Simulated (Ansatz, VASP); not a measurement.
One calculation of MgSe3, two programs

```
Mg Se
1.0
     4.61475    0.00000    0.00000
     0.00000    4.61475    0.00000
     0.00000    0.00000    4.61475
Mg Se
1 3
Direct
  0.00000 0.00000 0.00000
  0.50000 0.00000 0.50000
  0.00000 0.50000 0.50000
  0.50000 0.50000 0.00000
```

Change from the starting cell: species swapped into the CeIn3 type (Pm-3m, No. 221).

Alike in both runs: task relaxation of cell and atoms; functional PBE; k mesh 4 × 4 × 4; occupations gaussian, width 0.1 eV; no spin polarisation.

|  | VASP | Ansatz |
| --- | --- | --- |
| version | VASP 6.6.1 | Ansatz 0.2.0 |
| potentials or method | VASP PAW PBE potentials, release 64 (Mg, Se) | scalar-relativistic, plane waves, PAW |
| plane-wave cutoff (eV) | 600 | 420 |
| valence electrons in the cell | 20 | 58 |

Ansatz gave:

* gap on the k mesh at the Fermi level, each at its own relaxed structure (eV): none
* relaxed volume (Å³/atom): 21.15
* relaxed cell length with the largest relative difference (Å): 4.390
* energy change over the relaxation (meV/atom): -71

**Question.** What did VASP give for the same quantities?

**Answer.** gap on the k mesh at the Fermi level, each at its own relaxed structure (eV): none; relaxed volume (Å³/atom): 21.20; relaxed cell length with the largest relative difference (Å): 4.393; energy change over the relaxation (meV/atom): -73.

A gap of «none» marks a metal or a gap that the smearing closes. The two sets of potentials don't hold the same shells in valence.
